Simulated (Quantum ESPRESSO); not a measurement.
This Quantum ESPRESSO 7.5 run on Mn needs a look.

File pw.in:

```
&CONTROL
  calculation = 'scf'
  prefix = 'pwscf'
  outdir = './tmp'
  pseudo_dir = './pseudo'
  tprnfor = .true.
  tstress = .true.
  disk_io = 'nowf'
/
&SYSTEM
  ibrav = 0
  nat = 1
  ntyp = 1
  ecutwfc = 70
  nbnd = 16
  input_dft = 'r2scan'
  occupations = 'smearing'
  smearing = 'mv'
  degauss = 0.00367493
  nspin = 2
  starting_magnetization(1) = 0.2667
/
&ELECTRONS
  conv_thr = 1d-08
  electron_maxstep = 75
  mixing_beta = 0.002
  mixing_ndim = 1
/
ATOMIC_SPECIES
Mn    54.9380 Mn_ONCV_PBE-1.2.upf
CELL_PARAMETERS angstrom
  -1.5405000000    1.5405000000    1.5405000000
   1.5405000000   -1.5405000000    1.5405000000
   1.5405000000    1.5405000000   -1.5405000000
ATOMIC_POSITIONS crystal
Mn     0.0000000000    0.0000000000    0.0000000000
K_POINTS automatic
5 5 5 0 0 0
```

Potentials or basis: SG15 PBE 1.2.

The run is started by

```console
$ OMP_NUM_THREADS=1 pw.x -in pw.in > pw.out
```

pw.out:

```text
This program is part of the open-source Quantum ESPRESSO suite
     for quantum simulation of materials; please cite
         "P. Giannozzi et al., J. Phys.:Condens. Matter 21 395502 (2009);
         "P. Giannozzi et al., J. Phys.:Condens. Matter 29 465901 (2017);
         "P. Giannozzi et al., J. Chem. Phys. 152 154105 (2020);
     in publications or presentations arising from this work. More details at

     IMPORTANT: XC functional enforced from input :
     Exchange-correlation= R2SCAN
                           (   0   0   0   0   0 497 498)
     Any further DFT definition will be discarded
     Please, verify this is what you really want

     Message from routine setup:
     using ibrav=0 with symmetry is DISCOURAGED, use correct ibrav instead

     G-vector sticks info
     --------------------
     sticks:   dense  smooth     PW     G-vecs:    dense   smooth      PW
     Sum         535     535    165                 7803     7803    1289
[... 71 lines left out ...]

     WARNING: libxc functional with ID  497 depends
      on external parameters: check the user_guide of
      QE if you need to modify them or to check their
      default values.

     WARNING: libxc functional with ID  498 depends
      on external parameters: check the user_guide of
      QE if you need to modify them or to check their
      default values.
     Generating pointlists ...
     new r_m :   0.4125 (alat units)  2.0799 (a.u.) for type    1

     Initial potential from superposition of free atoms

     starting charge      14.9453, renormalised to      15.0000
     Starting wfcs are random

     Self-consistent Calculation

     iteration #  1     ecut=    70.00 Ry     beta= 0.00
     Davidson diagonalization with overlap
     ethr =  1.00E-02,  avg # of iterations =  8.7

     total energy              =    -198.94930291 Ry
     estimated scf accuracy    <       9.59658770 Ry
[... 91 lines left out ...]
     total magnetization       =     3.88 Bohr mag/cell
     absolute magnetization    =     3.95 Bohr mag/cell

[... 55 further cycles ...]
     iteration # 66     ecut=    70.00 Ry     beta= 0.00
     Davidson diagonalization with overlap
     ethr =  2.37E-07,  avg # of iterations =  1.0

     total energy              =    -199.09901427 Ry
     estimated scf accuracy    <       0.00003404 Ry
[... 91 lines left out ...]
     total magnetization       =     3.88 Bohr mag/cell
     absolute magnetization    =     4.01 Bohr mag/cell

     End of self-consistent calculation

     convergence NOT achieved after  75 iterations: stopping

=------------------------------------------------------------------------------=
   JOB DONE.
=------------------------------------------------------------------------------=
```

Problem. What happened, and what is wrong with the input?

Solution. The run did not converge. The input holds a flaw that was put in on purpose: mixing far too weak (mixing_beta = 0.002; mixing_ndim = 1).
